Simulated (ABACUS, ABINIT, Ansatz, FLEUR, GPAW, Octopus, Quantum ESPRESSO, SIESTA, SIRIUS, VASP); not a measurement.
## One calculation of As, 11 ways

```
As
1.0
     1.88080    1.08588    3.51406
    -1.88080    1.08588    3.51406
     0.00000   -2.17176    3.51406
As
2
Direct
  0.22600 0.22600 0.22600
  0.77400 0.77400 0.77400
```

Alike in all runs: task single point; functional PBE; k mesh 9 × 9 × 9; occupations fermi-dirac, width 0.05 eV; no spin polarisation; no spin-orbit coupling. Pressure is positive in compression and, in plane waves, holds the error of the finite cutoff, which Ansatz's Pulay term estimates and takes out.

| program and potentials | plane-wave cutoff (eV) | notes | pressure (GPa) | largest force (eV/Å) |
| --- | --- | --- | --- | --- |
| ABINIT, JTH PAW PBE v2.0 | 408 | 15 valence electrons an atom on average | 3.77 | 0.448 |
| Ansatz, Ansatz PAW (earlier soft set) | 420 | 15 valence electrons an atom on average; Pulay term of +0.03 GPa included | 3.73 | 0.433 |
| SIRIUS, PseudoDojo 0.4.1 PBE standard (scalar relativistic) | 1152 | 15 valence electrons an atom on average | 3.81 | 0.439 |
| FLEUR, all-electron, FLAPW | - | - | - | 0.430 |
| SIESTA, files PseudoDojo sr-pbe-0.4.1-standard, DZP (energy shift 0.003 Ry; two zetas on semicore shells) | - | atomic basis; 15 valence electrons an atom on average | 5.96 | 0.877 |
| Quantum ESPRESSO, SSSP 1.3 efficiency PBE | 748 | 5 valence electrons an atom on average | 3.87 | 0.467 |
| Octopus, pseudodojo_pbe (PseudoDojo 0.5, PBE) | - | 15 valence electrons an atom on average | - | 0.458 |
| VASP, PBE PAW files As, 520 eV | 520 | 5 valence electrons an atom on average | 4.03 | 0.489 |
| Ansatz, all-electron LAPW, scalar-relativistic | - | - | 3.72 | 0.426 |
| GPAW, GPAW PAW data sets (gpaw-data 1.2.1) | 600 | 5 valence electrons an atom on average | 3.92 | 0.483 |
| ABACUS, PseudoDojo NC SR 0.4.1 PBE standard, plane waves | 1143 | 15 valence electrons an atom on average | 3.82 | 0.440 |

Force on atom 1 (As), eV/Å:

```tsv
program and potentials	x	y	z
ABINIT, JTH PAW PBE v2.0	0.000	0.000	0.448
Ansatz, Ansatz PAW (earlier soft set)	0.000	0.000	0.433
SIRIUS, PseudoDojo 0.4.1 PBE standard (scalar relativistic)	0.000	0.000	0.439
FLEUR, all-electron, FLAPW	0.000	0.000	0.430
SIESTA, files PseudoDojo sr-pbe-0.4.1-standard, DZP (energy shift 0.003 Ry; two zetas on semicore shells)	0.000	0.000	0.877
Quantum ESPRESSO, SSSP 1.3 efficiency PBE	0.000	0.000	0.467
Octopus, pseudodojo_pbe (PseudoDojo 0.5, PBE)	0.000	0.000	0.458
VASP, PBE PAW files As, 520 eV	0.000	0.000	0.489
Ansatz, all-electron LAPW, scalar-relativistic	0.000	0.000	0.426
GPAW, GPAW PAW data sets (gpaw-data 1.2.1)	0.000	0.000	0.483
ABACUS, PseudoDojo NC SR 0.4.1 PBE standard, plane waves	0.000	0.000	0.440
```

The pressure spans 3.72 (Ansatz, all-electron LAPW, scalar-relativistic) to 5.96 GPa (SIESTA, files PseudoDojo sr-pbe-0.4.1-standard, DZP (energy shift 0.003 Ry; two zetas on semicore shells)), with all-electron results at 3.72. Rows in atomic bases carry the error of their basis and grid, which can be large.

Differences between rows come from potentials, basis sets and numerical settings, since the functional is the same but for its coding. Runs on potential files found faulty are left out.

The force on each atom lies along the trigonal axis, as symmetry requires, and pushes towards equal spacing of the atomic planes. At this fixed cell, PBE therefore favours a weaker Peierls distortion, with longer bonds within the puckered bilayers and a narrower gap between them. The distortion comes from half-filled p states that split into strong short and weak long contacts, so the internal coordinate is sensitive to small changes in that balance. The positive pressure means that the cell would tend to expand.

Apart from SIESTA, every set with 5 valence electrons gives a larger force and pressure than those with 15. This suggests that freezing the 3d shell slightly alters the short-range repulsion, though the construction of the potentials may contribute. SIESTA breaks the pattern at 5.96 GPa, while SIRIUS and ABACUS, with potentials of the same family, give 3.81 and 3.82 GPa, which points to its orbital basis rather than to the treatment of the core. How far the distortion would shrink on relaxation remains open.
